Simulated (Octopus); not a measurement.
# GaP under changes of volume

One of the cells (20.240 Å³/atom); the others are scaled copies at fixed shape and fractional positions:

```xyz
2
Lattice="0.0000 2.7252 2.7252 2.7252 0.0000 2.7252 2.7252 2.7252 0.0000" Properties=species:S:1:pos:R:3 pbc="T T T"
Ga    0.0000    0.0000    0.0000
P     4.0879    4.0879    4.0879
```

```yaml
Program: Octopus 16.4
Functional: PBE
Potentials_or_basis: pseudodojo_pbe (PseudoDojo 0.5, PBE)
Grid_spacing: 0.133 Å
k_mesh: 8 × 8 × 8
Occupations: fermi-dirac, width 0.05 eV
Spin: no spin polarisation
```

| volume (Å³/atom) | energy over the lowest point (meV/atom) | gap on the mesh (eV) |
| --- | --- | --- |
| 19.026 | 38.37 | 1.52 |
| 19.431 | 22.08 | 1.57 |
| 19.836 | ? | ? |
| 20.240 | 4.16 | 1.64 |
| 20.645 | 0.61 | 1.61 |
| 21.050 | 0.00 | 1.50 |
| 21.455 | 1.74 | 1.34 |

Problem. What does the run at 19.836 Å³/atom give?

Solution. Energy over the lowest point 10.55 meV/atom; gap on the mesh 1.61 eV.

Worked out: A Birch-Murnaghan fit of order 3 (a polynomial in V^(-2/3)) to the other rows has its minimum at 20.94 Å³/atom with B0 = V·E''(V) = 50 GPa (rough, since the energies scatter). It gives 10.99 meV/atom at 19.836 Å³/atom, against the run's 10.55. A parabola through the other rows of the gap, of slope 0.999 eV per unit of ln V there, gives 1.65 eV, against the run's 1.61.

Energies are extrapolated to zero smearing.

A mesh can miss the band edges. Spin-orbit coupling on Ga is left out.
